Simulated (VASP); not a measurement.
# GaS (P6_3/mmc) in VASP: settings compared

The runs below take GaS through relaxation of cell and atoms, with PBE, PBE+D3(BJ).

Program: VASP 6.6.1. These are calculated values, not measurements. Logs are shortened: lines on timing, memory, paths and dates and some standing lists are left out, and cuts for length are marked.

### 1 The crystal as given

The structure is hexagonal, space group P6_3/mmc (No. 194). Conventional cell: a = 3.641 Å, b = 3.641 Å, c = 16.562 Å, α = 90.00°, β = 90.00°, γ = 120.00°. Ga (site symmetry 3m) has 3 S at 2.37 Å and 1 Ga at 2.47 Å as nearest neighbours. S (site symmetry 3m) is surrounded by 3 Ga at 2.37 Å.

### 2 Relaxation of cell and atoms, PBE

Input file INCAR:

```
SYSTEM = GaS
PREC = Accurate
ENCUT = 300
EDIFF = 1E-7
ISMEAR = 0
SIGMA = 0.03
LREAL = .False.
LASPH = .True.
NELM = 80
ALGO = Normal
ISIF = 3
LWAVE = .False.
LCHARG = .False.
GGA = PE
IBRION = 2
NSW = 90
EDIFFG = -0.005
KPAR = 2
```

Input file KPOINTS:

```
regular mesh
0
Gamma
  5 5 1
  0 0 0
```

Input file POSCAR:

```
GaS                                     
1.0
    3.6413053806      0.0000000000      0.0000000000
   -1.8206526903      3.1534629625     -0.0000000000
   -0.0000000000     -0.0000000000     16.5616062652
  Ga              S             
     4     4
Direct
     0.3333333332999970    0.6666666667000030    0.1754356707040267
     0.6666666667000030    0.3333333332999970    0.6754356707040268
     0.3333333332999970    0.6666666667000030    0.3245643292959732
     0.6666666667000030    0.3333333332999970    0.8245643292959732
     0.3333333332999970    0.6666666667000030    0.6097187958077210
     0.6666666667000030    0.3333333332999970    0.1097187958077209
     0.3333333332999970    0.6666666667000030    0.8902812041922790
     0.6666666667000030    0.3333333332999970    0.3902812041922791
```

Potentials or basis: VASP PAW PBE potentials, release 64 (Ga, S).

Run with:

```
> cat potpaw_PBE.64/Ga/POTCAR potpaw_PBE.64/S/POTCAR > POTCAR
> mpirun -np 2 vasp_std > vasp.out
```

OUTCAR:

```text
SYSTEM = GaS
   PREC = Accurate
   ENCUT = 300
   EDIFF = 1E-7
   ISMEAR = 0
   LREAL = .False.
   LASPH = .True.
   NELM = 80
   ISIF = 3
   GGA = PE
   IBRION = 2
   NSW = 90
   EDIFFG = -0.005

 ion  position               nearest neighbor table
   1  0.333  0.667  0.175-   6 2.37   6 2.37   6 2.37   3 2.47
   2  0.667  0.333  0.675-   5 2.37   5 2.37   5 2.37   4 2.47
   3  0.333  0.667  0.325-   8 2.37   8 2.37   8 2.37   1 2.47
   4  0.667  0.333  0.825-   7 2.37   7 2.37   7 2.37   2 2.47
   5  0.333  0.667  0.610-   2 2.37   2 2.37   2 2.37
   6  0.667  0.333  0.110-   1 2.37   1 2.37   1 2.37
   7  0.333  0.667  0.890-   4 2.37   4 2.37   4 2.37
   8  0.667  0.333  0.390-   3 2.37   3 2.37   3 2.37

  LATTYP: Found a hexagonal cell.
 ALAT       =     3.6413053806
 C/A-ratio  =     4.5482607291

  Lattice vectors:

 A1 = (   3.6413053806,   0.0000000000,   0.0000000000)
 A2 = (  -1.8206526903,   3.1534629625,   0.0000000000)
 A3 = (   0.0000000000,   0.0000000000,  16.5616062652)

Analysis of symmetry for initial positions (statically):
=====================================================================
 Subroutine PRICEL returns:
 Original cell was already a primitive cell.

 Routine SETGRP: Setting up the symmetry group for a
 hexagonal supercell.

 Subroutine GETGRP returns: Found 24 space group operations
 (whereof 12 operations were pure point group operations)
 out of a pool of 24 trial point group operations.

The static configuration has the point symmetry D_3d.
 The point group associated with its full space group is D_6h.

Analysis of symmetry for dynamics (positions and initial velocities):
=====================================================================
 Subroutine PRICEL returns:
 Original cell was already a primitive cell.

 Routine SETGRP: Setting up the symmetry group for a
 hexagonal supercell.

 Subroutine GETGRP returns: Found 24 space group operations
 (whereof 12 operations were pure point group operations)
 out of a pool of 24 trial point group operations.

The dynamic configuration has the point symmetry D_3d.
 The point group associated with its full space group is D_6h.

 Subroutine INISYM returns: Found 24 space group operations
 (whereof 12 operations are pure point group operations),
 and found     1 'primitive' translations

----------------------------------------------------------------------------------------

[... 89 lines left out ...]
   NFREE  =      1    steps in history (QN), initial steepest desc. (CG)
   ISIF   =      3    stress and relaxation
   ISYM   =      2    0-nonsym 1-usesym 2-fastsym
   POTIM  = 0.5000    time-step for ionic-motion
   TEBEG  =    0.0;   TEEND  =   0.0 temperature during run
   PSTRESS=    0.0 pullay stress
   NELECT =      36.0000    total number of electrons
   NUPDOWN=      -1.0000    fix difference up-down
   EMIN   =  10.00;   EMAX   =-10.00  energy-range for DOS
   EFERMI =   0.00;   METHOD = LEGACY
   ISMEAR =     0;   SIGMA  =   0.03  broadening in eV -4-tet -1-fermi 0-gaus
   EFERMI_NEDOS =   21; number of points for ismear=-14 and -15
   IALGO  =     38    algorithm
   IMIX   =      4    mixing-type and parameters
     AMIX     =   0.40;   BMIX     =  1.00
     AMIX_MAG =   1.60;   BMIX_MAG =  1.00
  volume/ion in A,a.u.               =      23.77       160.42
  Fermi-wavevector in a.u.,A,eV,Ry     =   0.939997  1.776337 12.022037  0.883595
  Thomas-Fermi vector in A             =   2.067365
   LORBIT       =      0    0 simple, 1 ext, 2 COOP (PROOUT), +10 PAW based schemes
   GGA     = PE    functional components
   LHFCALC =     F    Hartree Fock is set to
   AEXX    =    0.0000 exact exchange contribution
   IVDW    =     0    specifies the selected vdW correction
   LEPSILON=     F    determine dielectric tensor
   LRPA    =     F    only Hartree local field effects (RPA)
 conjugate gradient relaxation of ions
 non-spin polarized calculation
 Gauss-broadening in eV      SIGMA  =   0.03
  energy-cutoff  :      300.00
  volume of cell :      190.17
 maximum number of plane-waves:      2259
 NGX is ok and might be reduce to    24
   NGX = 11   NGY = 11   NGZ = 47

--------------------------------------- Ionic step        1  -------------------------------------------

 number of electron      35.9999999 magnetization

 Free energy of the ion-electron system (eV)
  ---------------------------------------------------
  ext. energy  EPLUGINS =         0.00000000
  ---------------------------------------------------
  free energy    TOTEN  =       -33.32431714 eV

  energy without entropy =      -33.32431714  energy(sigma->0) =      -33.32431714

------------------------ aborting loop because EDIFF is reached ----------------------------------------

  FORCE on cell =-STRESS in cart. coord.  units (eV):
  Direction    XX          YY          ZZ          XY          YZ          ZX
  --------------------------------------------------------------------------------------
  -------------------------------------------------------------------------------------
  Total        0.0960487      0.0960487      0.3374540      0.0000000      0.0000000      0.0000000
  in kB        0.8091982      0.8091982      2.8430066      0.0000000      0.0000000      0.0000000
  external PRESSURE =       1.4871343 kB  Pullay stress =       0.0000000 kB
[... 107 lines left out ...]
  FREE ENERGIE OF THE ION-ELECTRON SYSTEM (eV)
  ---------------------------------------------------
  free  energy   TOTEN  =       -33.3247078366 eV

  energy  without entropy=      -33.3247078366  energy(sigma->0) =      -33.32470784

[... ionic steps 4 to 14 ...]

--------------------------------------- Ionic step       15  -------------------------------------------

 number of electron      36.0000006 magnetization

------------------------ aborting loop because EDIFF is reached ----------------------------------------
[... 79 lines left out ...]
--------------------------------------- Ionic step       17  -------------------------------------------

 number of electron      36.0000006 magnetization

 Free energy of the ion-electron system (eV)
  ---------------------------------------------------
  ext. energy  EPLUGINS =         0.00000000
  ---------------------------------------------------
  free energy    TOTEN  =       -33.32905492 eV

  energy without entropy =      -33.32905492  energy(sigma->0) =      -33.32905492

 E-fermi :   1.5446     XC(G=0):  -8.3987

 val. band max:        1.3850144584   @ k =   0.0000   0.0000   0.0000
 cond. band min:       3.2699362127   @ k =   0.0000   0.0000   0.0000
 fundamental gap:      1.8849217542
 Fermi energy:         1.5445846995

 k-point     1 :       0.0000    0.0000    0.0000
  band No.  band energies     occupation
      1     -12.1493      2.00000
      2     -12.1054      2.00000
      3     -11.9725      2.00000
      4     -11.9229      2.00000
      5      -4.8782      2.00000
      6      -4.7342      2.00000
[... 154 lines left out ...]
  FREE ENERGIE OF THE ION-ELECTRON SYSTEM (eV)
  ---------------------------------------------------
  free  energy   TOTEN  =       -33.3290549165 eV

  energy  without entropy=      -33.3290549165  energy(sigma->0) =      -33.32905492

 reached required accuracy - stopping structural energy minimisation
```

CONTCAR:

```text
GaS
   1.00000000000000
     3.6416483028131785    0.0000000000000000    0.0000000000000000
    -1.8208241514065893    3.1537599418481275   -0.0000000000000000
     0.0000000000000000   -0.0000000000000000   17.0025396267859215
  Ga              S
     4     4
Direct
     0.3333333332999970    0.6666666667000030    0.1773138998353130
     0.6666666667000030    0.3333333332999970    0.6773138998353129
     0.3333333332999970    0.6666666667000030    0.3226861001646870
     0.6666666667000030    0.3333333332999970    0.8226861001646871
     0.3333333332999970    0.6666666667000030    0.6132479147266299
     0.6666666667000030    0.3333333332999970    0.1132479147266299
     0.3333333332999970    0.6666666667000030    0.8867520852733701
     0.6666666667000030    0.3333333332999970    0.3867520852733701

  0.00000000E+00  0.00000000E+00  0.00000000E+00
  0.00000000E+00  0.00000000E+00  0.00000000E+00
  0.00000000E+00  0.00000000E+00  0.00000000E+00
  0.00000000E+00  0.00000000E+00  0.00000000E+00
  0.00000000E+00  0.00000000E+00  0.00000000E+00
  0.00000000E+00  0.00000000E+00  0.00000000E+00
  0.00000000E+00  0.00000000E+00  0.00000000E+00
  0.00000000E+00  0.00000000E+00  0.00000000E+00
```

Wall time 2.5 min (2 MPI ranks of AMD EPYC 7R13 (Zen 3), shared host); peak memory 0.19 GiB.

Results:

| Property | Result |
| --- | --- |
| Free energy | -33.3291 eV |
| Relaxed volume | 24.41 Å³/atom |
| Relaxed cell | a = 3.642 Å, b = 3.642 Å, c = 17.003 Å, α = 90.00°, β = 90.00°, γ = 120.00° |
| Space group after relaxing (to 0.05 Å) | P6_3/mmc (No. 194) |
| Energy gained by relaxing | 0.6 meV/atom |
| Ionic steps | 17 |
| Pressure after relaxing | 0.0 GPa |
| Band gap on the k mesh | 1.88 eV, direct |

Forces on the atoms (eV/Å):
```
Ga   0.000  0.000  0.002
Ga   0.000  0.000  0.002
Ga   0.000  0.000 -0.002
Ga   0.000  0.000 -0.002
S    0.000  0.000 -0.002
S    0.000  0.000 -0.002
S    0.000  0.000  0.002
S    0.000  0.000  0.002
```

The path:
| step | energy change (eV) | largest force (eV/Å) | pressure (GPa) | volume (Å³) |
| --- | --- | --- | --- | --- |
| 1 | 0.0000 | 0.0038 | 0.15 | 190.17 |
| 2 | -0.0004 | 0.0311 | -0.04 | 190.78 |
| 3 | -0.0004 | 0.0316 | -0.04 | 190.79 |
| 4 | -0.0006 | 0.0244 | -0.01 | 190.86 |
| 5 | -0.0008 | 0.0709 | 0.06 | 191.03 |
| 6 | -0.0008 | 0.0560 | 0.03 | 190.98 |
| 7 | -0.0009 | 0.0537 | 0.04 | 191.03 |
| 8 | -0.0013 | 0.0466 | 0.04 | 191.19 |
| 9 | -0.0019 | 0.0317 | 0.04 | 191.51 |
| 10 | -0.0028 | 0.0290 | 0.06 | 192.15 |
| 11 | -0.0032 | 0.0570 | 0.09 | 193.42 |
| 12 | -0.0033 | 0.0412 | 0.08 | 193.00 |
| 13 | -0.0039 | 0.0322 | 0.06 | 193.50 |
| 14 | -0.0047 | 0.0051 | -0.01 | 194.99 |
| 15 | -0.0047 | 0.0062 | -0.02 | 195.23 |
| 16 | -0.0047 | 0.0071 | -0.02 | 195.27 |
| 17 | -0.0047 | 0.0020 | 0.00 | 195.27 |

Final structure:
```
Ga S
1.0
     3.64165    0.00000    0.00000
    -1.82082    3.15376    0.00000
     0.00000    0.00000   17.00254
Ga S
4 4
Direct
  0.33333 0.66667 0.17731
  0.66667 0.33333 0.67731
  0.33333 0.66667 0.32269
  0.66667 0.33333 0.82269
  0.33333 0.66667 0.61325
  0.66667 0.33333 0.11325
  0.33333 0.66667 0.88675
  0.66667 0.33333 0.38675
```

Caveat: the cutoff is under 1.25 times the usual one of these potentials, so pressure, stress and relaxed cells hold a basis-set (Pulay) error; an odd mesh through Γ misses points on the zone boundary, where band edges often lie; this functional lacks dispersion, which binds the layers, so the pressure and a relaxed spacing across them are unreliable.

### 3 Relaxation of cell and atoms, PBE+D3(BJ)

This run uses another cell than the first one, of 21.57 Å³/atom, 0.907 times its volume.

Input file INCAR:

```
PREC     = Accurate       # precision mode
ENCUT    = 600            # plane-wave cutoff, eV
EDIFF    = 1E-6           # SCF threshold, eV
ISMEAR   = 0              # smearing method
SIGMA    = 0.03           # smearing width, eV
LREAL    = F              # projectors in reciprocal space
LASPH    = T              # aspherical terms in the spheres
NELM     = 80             # most SCF steps
ALGO     = Normal         # electronic algorithm
ISIF     = 3              # what is computed and relaxed
LWAVE    = F              # write WAVECAR
LCHARG   = F              # write CHGCAR
GGA      = PE             # functional
IVDW     = 12             # dispersion correction
IBRION   = 2              # ionic algorithm
NSW      = 90             # ionic steps
EDIFFG   = -0.01          # ionic threshold
KPAR     = 2
```

Input file KPOINTS:

```
Automatic mesh
0
Gamma
  9 9 2
```

Input file POSCAR:

```
GaS
1.0
    3.5850000000      0.0000000000      0.0000000000
   -1.7925000000      3.1047010726      0.0000000000
    0.0000000000      0.0000000000     15.5000000000
Ga S
4 4
Direct
    0.3333333333      0.6666666667      0.1700000000
    0.6666666667      0.3333333333      0.6700000000
    0.3333333333      0.6666666667      0.3300000000
    0.6666666667      0.3333333333      0.8300000000
    0.3333333333      0.6666666667      0.6000000000
    0.6666666667      0.3333333333      0.1000000000
    0.3333333333      0.6666666667      0.9000000000
    0.6666666667      0.3333333333      0.4000000000
```

Potentials or basis: VASP PAW PBE potentials, release 64 (Ga_d, S).

Run with:

```
> cat potpaw_PBE.64/Ga_d/POTCAR potpaw_PBE.64/S/POTCAR > POTCAR
> mpirun -np 2 vasp_std > vasp.out
```

OUTCAR:

```text
PREC = Accurate
   ENCUT = 600
   EDIFF = 1E-6
   ISMEAR = 0
   LREAL = F
   LASPH = T
   NELM = 80
   ISIF = 3
   GGA = PE
   IVDW = 12
   IBRION = 2
   NSW = 90
   EDIFFG = -0.01
 IVDW          = 12

 ion  position               nearest neighbor table
   1  0.333  0.667  0.170-   6 2.34   6 2.34   6 2.34   3 2.48
   2  0.667  0.333  0.670-   5 2.34   5 2.34   5 2.34   4 2.48
   3  0.333  0.667  0.330-   8 2.34   8 2.34   8 2.34   1 2.48
   4  0.667  0.333  0.830-   7 2.34   7 2.34   7 2.34   2 2.48
   5  0.333  0.667  0.600-   2 2.34   2 2.34   2 2.34
   6  0.667  0.333  0.100-   1 2.34   1 2.34   1 2.34
   7  0.333  0.667  0.900-   4 2.34   4 2.34   4 2.34
   8  0.667  0.333  0.400-   3 2.34   3 2.34   3 2.34

  LATTYP: Found a hexagonal cell.
 ALAT       =     3.5850000000
 C/A-ratio  =     4.3235704324

  Lattice vectors:

 A1 = (   3.5850000000,   0.0000000000,   0.0000000000)
[... 189 lines left out ...]
  ext. energy  EPLUGINS =         0.00000000
  ---------------------------------------------------
  free energy    TOTEN  =       -33.21096085 eV

  energy without entropy =      -33.21096085  energy(sigma->0) =      -33.21096085

------------------------ aborting loop because EDIFF is reached ----------------------------------------

 Edisp (eV)   -2.18150

 E8    (eV) :    -0.9068
[... 175 lines left out ...]
--------------------------------------- Ionic step        5  -------------------------------------------

 number of electron      75.9999988 magnetization

 Free energy of the ion-electron system (eV)
  ---------------------------------------------------
  ext. energy  EPLUGINS =         0.00000000
  ---------------------------------------------------
  free energy    TOTEN  =       -33.20965826 eV

  energy without entropy =      -33.20965826  energy(sigma->0) =      -33.20965826

 E-fermi :   4.1487     XC(G=0):  -9.5118

 val. band max:        3.9859875246   @ k =   0.0000   0.0000   0.0000
 cond. band min:       5.5595562555   @ k =   0.4444   0.0000   0.0000
 fundamental gap:      1.5735687310
 Fermi energy:         4.1487086902

 k-point     1 :       0.0000    0.0000    0.0000
  band No.  band energies     occupation
      1     -10.9905      2.00000
      2     -10.9874      2.00000
      3     -10.8601      2.00000
      4     -10.8601      2.00000
      5     -10.8599      2.00000
      6     -10.8599      2.00000
[... 1180 lines left out ...]
  FREE ENERGIE OF THE ION-ELECTRON SYSTEM (eV)
  ---------------------------------------------------
  free  energy   TOTEN  =       -35.3998801073 eV

  energy  without entropy=      -35.3998801073  energy(sigma->0) =      -35.39988011

 reached required accuracy - stopping structural energy minimisation
```

OSZICAR:

```text
N       E                     dE             d eps       ncg     rms          rms(c)
DAV:   1     0.815853481739E+03    0.81585E+03   -0.38134E+04  2320   0.272E+03
[... 43 lines left out ...]
DAV:   1    -0.332106029344E+02   -0.39406E-02   -0.15956E-02  3055   0.157E+00    0.186E-01
DAV:   2    -0.332098796130E+02    0.72332E-03   -0.20626E-03  3080   0.639E-01    0.943E-02
DAV:   3    -0.332096868073E+02    0.19281E-03   -0.40343E-04  3377   0.204E-01    0.315E-02
DAV:   4    -0.332096693726E+02    0.17435E-04   -0.58552E-05  2757   0.432E-02    0.361E-02
DAV:   5    -0.332096612469E+02    0.81257E-05   -0.27966E-06  2124   0.152E-02    0.151E-02
DAV:   6    -0.332096582549E+02    0.29920E-05   -0.62973E-06  1960   0.254E-02    0.125E-03
DAV:   7    -0.332096582553E+02   -0.41109E-09   -0.66829E-07  1328   0.645E-03
   5 F= -.35399880E+02 E0= -.35399880E+02  d E =-.296522E-03
```

CONTCAR:

```text
GaS
   1.00000000000000
     3.5881281483064607   -0.0000000000000000   -0.0000000000000000
    -1.7940640741532303    3.1074101285002862    0.0000000000000000
    -0.0000000000000000   -0.0000000000000000   15.4225057253727620
  Ga              S
     4     4
Direct
     0.3333333332999970    0.6666666667000030    0.1706235578836870
     0.6666666667000030    0.3333333332999970    0.6706235578836870
     0.3333333332999970    0.6666666667000030    0.3293764421163130
     0.6666666667000030    0.3333333332999970    0.8293764421163130
     0.3333333332999970    0.6666666667000030    0.5999385165972416
     0.6666666667000030    0.3333333332999970    0.0999385165972416
     0.3333333332999970    0.6666666667000030    0.9000614834027584
     0.6666666667000030    0.3333333332999970    0.4000614834027584

  0.00000000E+00  0.00000000E+00  0.00000000E+00
  0.00000000E+00  0.00000000E+00  0.00000000E+00
  0.00000000E+00  0.00000000E+00  0.00000000E+00
  0.00000000E+00  0.00000000E+00  0.00000000E+00
  0.00000000E+00  0.00000000E+00  0.00000000E+00
  0.00000000E+00  0.00000000E+00  0.00000000E+00
  0.00000000E+00  0.00000000E+00  0.00000000E+00
  0.00000000E+00  0.00000000E+00  0.00000000E+00
```

Run time: 3.8 min. Hardware: 2 MPI ranks of Intel Xeon 6975P-C (Granite Rapids), shared host; peak memory 0.45 GiB.

What came out:

| Quantity | Value |
| --- | --- |
| Free energy | -35.3999 eV |
| Relaxed volume | 21.49 Å³/atom |
| Relaxed cell | a = 3.588 Å, b = 3.588 Å, c = 15.423 Å, α = 90.00°, β = 90.00°, γ = 120.00° |
| Space group after relaxing (to 0.05 Å) | P6_3/mmc (No. 194) |
| Energy gained by relaxing | 0.9 meV/atom |
| Ionic steps | 5 |
| Pressure after relaxing | 0.0 GPa |
| Largest force after relaxing | 0.007 eV/Å |
| Band gap on the k mesh | 1.57 eV, indirect (least direct gap 1.67 eV) |
| Dispersion energy per atom | -0.274 eV |

Forces on the atoms (eV/Å):
```
Ga   0.000  0.000  0.001
Ga   0.000  0.000  0.001
Ga   0.000  0.000 -0.001
Ga   0.000  0.000 -0.001
S    0.000  0.000  0.007
S    0.000  0.000  0.007
S    0.000  0.000 -0.007
S    0.000  0.000 -0.007
```

Step by step:
```
step  energy change (eV)  largest force (eV/Å)  pressure (GPa)  volume (Å³)
   1              0.0000                0.2532           -0.06       172.52
   2             -0.0065                0.0831           -0.22       172.32
   3             -0.0071                0.0319           -0.19       172.36
   4             -0.0074                0.0061            0.07       171.74
   5             -0.0074                0.0074            0.01       171.96
```

Final structure:
```cif
data_structure
_symmetry_space_group_name_H-M 'P 1'
_symmetry_Int_Tables_number 1
_cell_length_a 3.5881
_cell_length_b 3.5881
_cell_length_c 15.4225
_cell_angle_alpha 90.000
_cell_angle_beta 90.000
_cell_angle_gamma 120.000
_cell_volume 171.96
loop_
_atom_site_label
_atom_site_type_symbol
_atom_site_fract_x
_atom_site_fract_y
_atom_site_fract_z
_atom_site_occupancy
Ga1 Ga 0.33333 0.66667 0.17062 1
Ga2 Ga 0.66667 0.33333 0.67062 1
Ga3 Ga 0.33333 0.66667 0.32938 1
Ga4 Ga 0.66667 0.33333 0.82938 1
S1 S 0.33333 0.66667 0.59994 1
S2 S 0.66667 0.33333 0.09994 1
S3 S 0.33333 0.66667 0.90006 1
S4 S 0.66667 0.33333 0.40006 1
```

Levels at points of the mesh, in eV from the valence-band top:
```tsv
k point	band 35	band 36	band 37	band 38	band 39	band 40	band 41	band 42
(0.00, 0.00, 0.00)	-1.46	-1.41	-1.41	0.00	1.67	2.37	2.85	3.06
(0.00, 0.00, 0.50)	-1.44	-1.44	-0.73	-0.73	2.11	2.11	2.93	2.93
```

Caveat: an odd mesh through Γ misses points on the zone boundary, where band edges often lie.

(Part 1 of 2 ends here.)
